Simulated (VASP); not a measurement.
# Hg in VASP: further runs, part 2 of 2

VASP 6.6.1. The steps go on from the part before.

## Step 3: Relaxation of the atoms, revPBE+D3(BJ)

File INCAR:

```
SYSTEM = Hg
PREC     = Accurate       ! precision mode
ENCUT    = 520            ! plane-wave cutoff, eV
EDIFF    = 1E-6           ! SCF threshold, eV
ISMEAR   = -1             ! smearing method
SIGMA    = 0.05           ! smearing width, eV
LREAL    = .FALSE.        ! projectors in reciprocal space
LASPH    = .TRUE.         ! aspherical terms in the spheres
NELM     = 60             ! most SCF steps
ALGO     = Fast           ! electronic algorithm
ISIF     = 2              ! what is computed and relaxed
LWAVE    = .FALSE.        ! write WAVECAR
LCHARG   = .FALSE.        ! write CHGCAR
LDIPOL   = .TRUE.       
IDIPOL   = 3            
DIPOL    = 0.5 0.5 0.500
GGA      = RE             ! functional
IVDW     = 12             ! dispersion correction
IBRION   = 2              ! ionic algorithm
NSW      = 40             ! ionic steps
EDIFFG   = -0.02          ! ionic threshold
```

File KPOINTS:

```
regular mesh
0
G
  7 7 1
  0 0 0
```

File POSCAR:

```
Hg
1.0
    3.6057960290      0.0000000000      0.0000000000
    1.7995193020      3.1246592269      0.0000000000
    0.0000000000      0.0000000000     23.4440744872
Hg
4
Selective dynamics
Direct
    0.3343437984      0.3343437984      0.3199102615  F F F
    0.6692523297      0.6692523297      0.4410345604  F F F
    0.3337790654      0.3337790654      0.5589654396  T T T
    0.6686875968      0.6686875968      0.6800897385  T T T
```

Potentials or basis: VASP PAW PBE potentials, release 64 (Hg).

Started as:

```bash
> cat potpaw_PBE.64/Hg/POTCAR > POTCAR
> mpirun -np 1 vasp_std > vasp.out
```

OUTCAR:

```text
SYSTEM = Hg
   PREC = Accurate
   ENCUT = 520
   EDIFF = 1E-6
   ISMEAR = -1
   LREAL = .FALSE.
   LASPH = .TRUE.
   NELM = 60
   ISIF = 2
   GGA = RE
   IVDW = 12
   IBRION = 2
   NSW = 40
   EDIFFG = -0.02
 IVDW          = 12

 ion  position               nearest neighbor table
   1  0.334  0.334  0.320-   2 3.52   2 3.52   2 3.53
   2  0.669  0.669  0.441-   3 3.46   3 3.46   3 3.47   1 3.52   1 3.52   1 3.53
   3  0.334  0.334  0.559-   2 3.46   2 3.46   2 3.47   4 3.52   4 3.52   4 3.53
   4  0.669  0.669  0.680-   3 3.52   3 3.52   3 3.53

  LATTYP: Found a base centered orthorhombic cell.
 ALAT       =     3.6091731600
 B/A-ratio  =     1.7298895459
 C/A-ratio  =     6.4956912423

  Lattice vectors:

 A1 = (  -1.7995193020,  -3.1246592269,   0.0000000000)
 A2 = (   3.6057960290,   0.0000000000,   0.0000000000)
 A3 = (   0.0000000000,   0.0000000000,  23.4440744872)

Analysis of symmetry for initial positions (statically):
=====================================================================
 Subroutine PRICEL returns:
 Original cell was already a primitive cell.

 Routine SETGRP: Setting up the symmetry group for a
 base centered orthorhombic supercell.

 Subroutine GETGRP returns: Found  4 space group operations
 (whereof  2 operations were pure point group operations)
 out of a pool of  8 trial point group operations.

The static configuration has the point symmetry C_1h.
 The point group associated with its full space group is C_2h.

Analysis of symmetry for dynamics (positions and initial velocities):
=====================================================================
 Subroutine PRICEL returns:
 Original cell was already a primitive cell.

 Routine SETGRP: Setting up the symmetry group for a
 base centered orthorhombic supercell.

 Subroutine GETGRP returns: Found  4 space group operations
 (whereof  2 operations were pure point group operations)
 out of a pool of  8 trial point group operations.

The dynamic configuration has the point symmetry C_1h.
 The point group associated with its full space group is C_2h.

Analysis of constrained symmetry for selective dynamics:
=====================================================================
 Subroutine PRICEL returns:
 Original cell was already a primitive cell.

 Routine SETGRP: Setting up the symmetry group for a
 base centered orthorhombic supercell.

 Subroutine GETGRP returns: Found  2 space group operations
 (whereof  2 operations were pure point group operations)
 out of a pool of  8 trial point group operations.

The constrained configuration has the point symmetry C_1h.

 Subroutine INISYM returns: Found  2 space group operations
 (whereof  2 operations are pure point group operations),
 and found     1 'primitive' translations

----------------------------------------------------------------------------------------

                                     Primitive cell

  volume of cell :     264.1417

  direct lattice vectors                    reciprocal lattice vectors
     3.605796029  0.000000000  0.000000000     0.277331272 -0.159717570  0.000000000
[... 73 lines left out ...]
   ISTART =      0    job   : 0-new  1-cont  2-samecut
   ICHARG =      2    charge: 1-file 2-atom 10-const
   ISPIN  =      1    spin polarized calculation?
   LNONCOLLINEAR =      F non collinear calculations
   LSORBIT =      F    spin-orbit coupling
   LASPH  =      T    aspherical Exc in radial PAW
   ENCUT  =  520.0 eV  38.22 Ry    6.18 a.u.   6.70  6.70 43.59*2*pi/ulx,y,z
   NELM   =     60;   NELMIN=  2; NELMDL= -5     # of ELM steps
   EDIFF  = 0.1E-05   stopping-criterion for ELM
   LREAL  =      F    real-space projection
   EDIFFG = -.2E-01   stopping-criterion for IOM
   NSW    =     40    number of steps for IOM
   IBRION =      2    ionic relax: 0-MD 1-quasi-New 2-CG
   NFREE  =      1    steps in history (QN), initial steepest desc. (CG)
   ISIF   =      2    stress and relaxation
   ISYM   =      2    0-nonsym 1-usesym 2-fastsym
   POTIM  = 0.5000    time-step for ionic-motion
   TEBEG  =    0.0;   TEEND  =   0.0 temperature during run
   PSTRESS=    0.0 pullay stress
   NELECT =      48.0000    total number of electrons
   NUPDOWN=      -1.0000    fix difference up-down
   EMIN   =  10.00;   EMAX   =-10.00  energy-range for DOS
   EFERMI =   0.00;   METHOD = LEGACY
   ISMEAR =    -1;   SIGMA  =   0.05  broadening in eV -4-tet -1-fermi 0-gaus
   EFERMI_NEDOS =   21; number of points for ismear=-14 and -15
   IALGO  =     68    algorithm
   IMIX   =      4    mixing-type and parameters
     AMIX     =   0.40;   BMIX     =  1.00
     AMIX_MAG =   1.60;   BMIX_MAG =  1.00
  volume/ion in A,a.u.               =      66.04       445.63
  Fermi-wavevector in a.u.,A,eV,Ry     =   0.927277  1.752300 11.698876  0.859843
  Thomas-Fermi vector in A             =   2.053330
   LORBIT       =      0    0 simple, 1 ext, 2 COOP (PROOUT), +10 PAW based schemes
   GGA     = RE    functional components
   LHFCALC =     F    Hartree Fock is set to
   AEXX    =    0.0000 exact exchange contribution
   IVDW    =    12    specifies the selected vdW correction
   LEPSILON=     F    determine dielectric tensor
   LRPA    =     F    only Hartree local field effects (RPA)
 conjugate gradient relaxation of ions
 non-spin polarized calculation
 RMM-DIIS sequential band-by-band and
  energy-cutoff  :      520.00
  volume of cell :      264.14
 maximum number of plane-waves:      7135
   NGX = 13   NGY = 13   NGZ = 87

--------------------------------------- Ionic step        1  -------------------------------------------

 number of electron      48.0000003 magnetization

 Free energy of the ion-electron system (eV)
  ---------------------------------------------------
  ext. energy  EPLUGINS =         0.00000000
  ---------------------------------------------------
  free energy    TOTEN  =         0.42375750 eV

  energy without entropy =        0.42375764  energy(sigma->0) =        0.42375757

------------------------ aborting loop because EDIFF is reached ----------------------------------------

 Edisp (eV)   -2.03705

 E8    (eV) :    -1.4787
[... 111 lines left out ...]
  FREE ENERGIE OF THE ION-ELECTRON SYSTEM (eV)
  ---------------------------------------------------
  free  energy   TOTEN  =        -1.6139626789 eV

  energy  without entropy=       -1.6139625381  energy(sigma->0) =       -1.61396261

[... ionic steps 4 to 7 ...]

--------------------------------------- Ionic step        8  -------------------------------------------

 number of electron      48.0000003 magnetization

------------------------ aborting loop because EDIFF is reached ----------------------------------------
[... 73 lines left out ...]
  FREE ENERGIE OF THE ION-ELECTRON SYSTEM (eV)
  ---------------------------------------------------
  free  energy   TOTEN  =        -1.6218756663 eV

  energy  without entropy=       -1.6218755083  energy(sigma->0) =       -1.62187559

 dipolmoment           0.000000      0.000000     -0.000001 electrons x Angstroem

--------------------------------------- Ionic step       10  -------------------------------------------

 number of electron      48.0000001 magnetization

 dipolmoment           0.000000      0.000000      0.000069 electrons x Angstroem

 Free energy of the ion-electron system (eV)
  ---------------------------------------------------
  ext. energy  EPLUGINS =         0.00000000
  ---------------------------------------------------
  free energy    TOTEN  =         0.45994488 eV

  energy without entropy =        0.45994505  energy(sigma->0) =        0.45994496

 E-fermi :  -1.9393     XC(G=0):  -4.8430

 val. band max:       -2.7062571048   @ k =   0.4286   0.2857   0.0000
 cond. band min:      -1.2939686720   @ k =   0.0000   0.0000   0.0000
 fundamental gap:      1.4122884328
 Fermi energy:        -1.9393176521

 k-point     1 :       0.0000    0.0000    0.0000
  band No.  band energies     occupation
      1      -8.6375      2.00000
      2      -8.4927      2.00000
      3      -8.2130      2.00000
      4      -8.1060      2.00000
      5      -8.1027      2.00000
      6      -8.0951      2.00000
[... 485 lines left out ...]
     27      -0.0516      0.00000
     28       1.0386      0.00000

------------------------ aborting loop because EDIFF is reached ----------------------------------------

 vacuum level on the upper side and lower side of the slab       (xc-potential included)        -0.001        -0.167

 Edisp (eV)   -2.08323

 E8    (eV) :    -1.5122

  FORCE on cell =-STRESS in cart. coord.  units (eV):
  Direction    XX          YY          ZZ          XY          YZ          ZX
  --------------------------------------------------------------------------------------
  -------------------------------------------------------------------------------------
  Total      -0.72981    -0.73198    -0.26236     0.00188     0.00043     0.00075
  in kB      -4.42674    -4.43987    -1.59136     0.01140     0.00263     0.00456
  external pressure =       -3.49 kB  Pullay stress =        0.00 kB
[... 19 lines left out ...]
  FREE ENERGIE OF THE ION-ELECTRON SYSTEM (eV)
  ---------------------------------------------------
  free  energy   TOTEN  =        -1.6232817236 eV

  energy  without entropy=       -1.6232815497  energy(sigma->0) =       -1.62328164

 reached required accuracy - stopping structural energy minimisation

 vacuum level on the upper side and lower side of the slab         2.424         2.276
```

Wall time 6.5 min (1 thread of Intel Xeon 6975P-C (Granite Rapids), shared host); peak memory 0.44 GiB.

What came out:

```yaml
Free_energy: -1.6233 eV
Energy_gained_by_relaxing: 2.5 meV/atom
Ionic_steps: 10
Band_gap_on_the_k_mesh: 1.41 eV, indirect (least direct gap 1.89 eV)
Dispersion_energy_per_atom: -0.521 eV
```

The path:
```tsv
step	energy change (eV)	largest force (eV/Å)	pressure (GPa)
1	0.0000	0.0438	-0.43
2	-0.0002	0.0427	-0.43
3	-0.0007	0.0426	-0.43
4	-0.0016	0.0436	-0.43
5	-0.0034	0.0454	-0.42
6	-0.0060	0.0485	-0.40
7	-0.0072	0.0805	-0.36
8	-0.0075	0.0550	-0.38
9	-0.0086	0.0531	-0.37
10	-0.0100	0.0521	-0.35
```

Final structure:
```yaml
crystal:
  lattice:
    - [3.60580, 0.00000, 0.00000]
    - [1.79952, 3.12466, 0.00000]
    - [0.00000, 0.00000, 23.44407]
  atoms:
    - { symbol: Hg, position: [0.33434, 0.33434, 0.31991] }
    - { symbol: Hg, position: [0.66925, 0.66925, 0.44103] }
    - { symbol: Hg, position: [0.33522, 0.33522, 0.55233] }
    - { symbol: Hg, position: [0.66829, 0.66829, 0.66953] }
```

Levels at points of the mesh, in eV from the valence-band top:
```
           k point  band 20  band 21  band 22  band 23  band 24  band 25  band 26  band 27  band 28
(0.00, 0.00, 0.00)    -4.73    -4.70    -4.70    -3.52    -1.63     1.41     3.50     4.75     5.64
```

Caveat: the PAW data sets were made with another functional, which shifts forces and pressure a little; spin-orbit coupling is left out, which moves the levels of the heavy elements. revPBE gaps usually lie below the measured ones, often by a third to a half.

## Step 4: Relaxation of the atoms, revPBE+D4

Changes to INCAR since step 3:

```diff
@@ -17,3 +17,3 @@
 GGA      = RE             ! functional
-IVDW     = 12             ! dispersion correction
+IVDW     = 13             ! dispersion correction
 IBRION   = 2              ! ionic algorithm
```

KPOINTS is that of step 3.

POSCAR is that of step 3.

Potentials or basis: VASP PAW PBE potentials, release 64 (Hg).

Started as:

```bash
> cat potpaw_PBE.64/Hg/POTCAR > POTCAR
> mpirun -np 1 vasp_std > vasp.out
```

OUTCAR:

```text
SYSTEM = Hg
   PREC = Accurate
   ENCUT = 520
   EDIFF = 1E-6
   ISMEAR = -1
   LREAL = .FALSE.
   LASPH = .TRUE.
   NELM = 60
   ISIF = 2
   GGA = RE
   IVDW = 13
   IBRION = 2
   NSW = 40
   EDIFFG = -0.02

 ion  position               nearest neighbor table
   1  0.334  0.334  0.320-   2 3.52   2 3.52   2 3.53
   2  0.669  0.669  0.441-   3 3.46   3 3.46   3 3.47   1 3.52   1 3.52   1 3.53
   3  0.334  0.334  0.559-   2 3.46   2 3.46   2 3.47   4 3.52   4 3.52   4 3.53
   4  0.669  0.669  0.680-   3 3.52   3 3.52   3 3.53

  LATTYP: Found a base centered orthorhombic cell.
[... 543 lines left out ...]
  ---------------------------------------------------
  free energy    TOTEN  =         0.44927396 eV

  energy without entropy =        0.44927411  energy(sigma->0) =        0.44927404

 E-fermi :  -1.9558     XC(G=0):  -4.8525

 val. band max:       -2.7374108092   @ k =   0.4286   0.2857   0.0000
 cond. band min:      -1.3052538520   @ k =   0.0000   0.0000   0.0000
 fundamental gap:      1.4321569573
 Fermi energy:        -1.9558089739

 k-point     1 :       0.0000    0.0000    0.0000
  band No.  band energies     occupation
      1      -8.5786      2.00000
      2      -8.4612      2.00000
      3      -8.2032      2.00000
      4      -8.0757      2.00000
      5      -8.0749      2.00000
      6      -8.0714      2.00000
[... 485 lines left out ...]
     27      -0.0670      0.00000
     28       1.0002      0.00000

------------------------ aborting loop because EDIFF is reached ----------------------------------------

 vacuum level on the upper side and lower side of the slab       (xc-potential included)        -0.006        -0.148

  DFT-D4 for vdW energy calculation

  Edisp (eV):   -1.86817

  FORCE on cell =-STRESS in cart. coord.  units (eV):
  Direction    XX          YY          ZZ          XY          YZ          ZX
  --------------------------------------------------------------------------------------
  -------------------------------------------------------------------------------------
  Total      -0.52887    -0.53208    -0.18339     0.00278     0.00019     0.00032
  in kB      -3.20794    -3.22739    -1.11235     0.01689     0.00114     0.00196
  external pressure =       -2.52 kB  Pullay stress =        0.00 kB
[... 19 lines left out ...]
  FREE ENERGIE OF THE ION-ELECTRON SYSTEM (eV)
  ---------------------------------------------------
  free  energy   TOTEN  =        -1.4188979820 eV

  energy  without entropy=       -1.4188978300  energy(sigma->0) =       -1.41889791

 reached required accuracy - stopping structural energy minimisation

 vacuum level on the upper side and lower side of the slab         2.415         2.294
```

OSZICAR:

```text
N       E                     dE             d eps       ncg     rms          rms(c)
DAV:   1     0.358175615128E+03    0.35818E+03   -0.20532E+04   896   0.142E+03
DAV:   2     0.215062870261E+02   -0.33667E+03   -0.31742E+03  1036   0.340E+02
DAV:   3     0.694378549370E+00   -0.20812E+02   -0.20205E+02   988   0.830E+01
[... 70 lines left out ...]
RMM:   5     0.449278711420E+00    0.75766E-05   -0.12343E-04   895   0.606E-02    0.160E-02
RMM:   6     0.449277089707E+00   -0.16217E-05   -0.29885E-05   881   0.295E-02    0.455E-03
RMM:   7     0.449275493748E+00   -0.15960E-05   -0.64300E-06   701   0.130E-02    0.258E-03
RMM:   8     0.449274424531E+00   -0.10692E-05   -0.31315E-06   605   0.768E-03    0.193E-03
RMM:   9     0.449273959136E+00   -0.46539E-06   -0.69471E-07   495   0.382E-03
   9 F= -.14188980E+01 E0= -.14188979E+01  d E =-.105405E-02
```

It took 5.4 min on 1 thread of Intel Xeon 6975P-C (Granite Rapids), shared host; peak memory 0.43 GiB.

What came out:

```
Free energy                : -1.4189 eV
Energy gained by relaxing  : 1.2 meV/atom
Ionic steps                : 9
Band gap on the k mesh     : 1.43 eV, indirect (least direct gap 1.90 eV)
Dispersion energy per atom : -0.467 eV
```

The path:
```tsv
step	energy change (eV)	largest force (eV/Å)	pressure (GPa)
1	0.0000	0.0282	-0.31
2	-0.0001	0.0259	-0.32
3	-0.0003	0.0252	-0.31
4	-0.0007	0.0264	-0.31
5	-0.0015	0.0290	-0.31
6	-0.0027	0.0301	-0.30
7	-0.0037	0.0436	-0.27
8	-0.0042	0.0424	-0.26
9	-0.0047	0.0398	-0.25
```

Final structure:
```
CELL_PARAMETERS angstrom
3.60580 0.00000 0.00000
1.79952 3.12466 0.00000
0.00000 0.00000 23.44407
ATOMIC_POSITIONS crystal
Hg 0.33434 0.33434 0.31991
Hg 0.66925 0.66925 0.44103
Hg 0.33550 0.33550 0.55388
Hg 0.66820 0.66820 0.67216
```

Caveat: the PAW data sets were made with another functional, which shifts forces and pressure a little; spin-orbit coupling is left out, which moves the levels of the heavy elements.

## Step 5: The runs side by side

```csv
level,gap on the mesh (eV)
revPBE+D3,1.34
revPBE+D3(BJ),1.41
revPBE+D4,1.43
```

Alike in all rows: task relaxation of the atoms; potentials or basis VASP PAW PBE potentials, release 64 (Hg); no spin polarisation; cell atoms relaxed; k mesh 7 × 7 × 1; cutoff (eV) 520; smearing fermi-dirac 0.05 eV.

Caveats: the PAW data sets were made with another functional, which shifts forces and pressure a little; spin-orbit coupling is left out, which moves the levels of the heavy elements.

Absolute energies hang on the potentials; compare differences alone.
